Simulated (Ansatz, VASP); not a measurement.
## KCl in VASP and in Ansatz

The input INCAR:

```
PREC = Accurate
ENCUT = 520
EDIFF = 1E-6
ISMEAR = 0
SIGMA = 0.01
LREAL = False
LASPH = True
NELM = 60
ALGO = Fast
ISIF = 2
LWAVE = False
LCHARG = True
GGA = PE
LELF = True
LVHAR = True
NBANDS = 15
```

File KPOINTS:

```
Automatic mesh
0
Gamma
  4 4 4
```

File POSCAR:

```
KCl
1.0
    0.0000000000      3.5072828304      3.5072828304
    3.5072828304      0.0000000000      3.5072828304
    3.5072828304      3.5072828304      0.0000000000
K Cl
1 1
Direct
    0.0000000000      0.0000000000      0.0000000000
    0.2500000000      0.2500000000      0.2500000000
```

Input for Ansatz:

```yaml
crystal:
  lattice:
    - [0.0, 3.5072828304, 3.5072828304]
    - [3.5072828304, 0.0, 3.5072828304]
    - [3.5072828304, 3.5072828304, 0.0]
  atoms:
    - { symbol: K, position: [0.0, 0.0, 0.0] }
    - { symbol: Cl, position: [0.25, 0.25, 0.25] }
kpoints:
  mp_grid: { grid: [4, 4, 4] }
hamiltonian:
  xc: pbe
scf:
  occupations: { method: fixed }
  n_extra_bands: 4
output:
  forces: true
  stress: true
  eigenvalues: true
```

The cell was built by a generator and needn't be a form met in nature.

Alike in both runs: task single point; functional PBE; k mesh 4 × 4 × 4; no spin polarisation.

|  | VASP | Ansatz |
| --- | --- | --- |
| version | VASP 6.6.1 | Ansatz 0.2.0 |
| potentials or method | VASP PAW PBE potentials, release 64 (K_sv, Cl) | plane waves, PAW |
| plane-wave cutoff (eV) | 520 | 420 |
| occupations | gaussian, width 0.01 eV | fixed |
| valence electrons in the cell | 16 | 16 |

```tsv
	VASP	Ansatz	Ansatz less VASP
gap on the k mesh at the Fermi level (eV)	4.78	4.78	-0.001
pressure (GPa)	0.3	0.3	-0.05
```

A k mesh can miss the band edges. As with any semilocal functional, this PBE gap is likely too small.
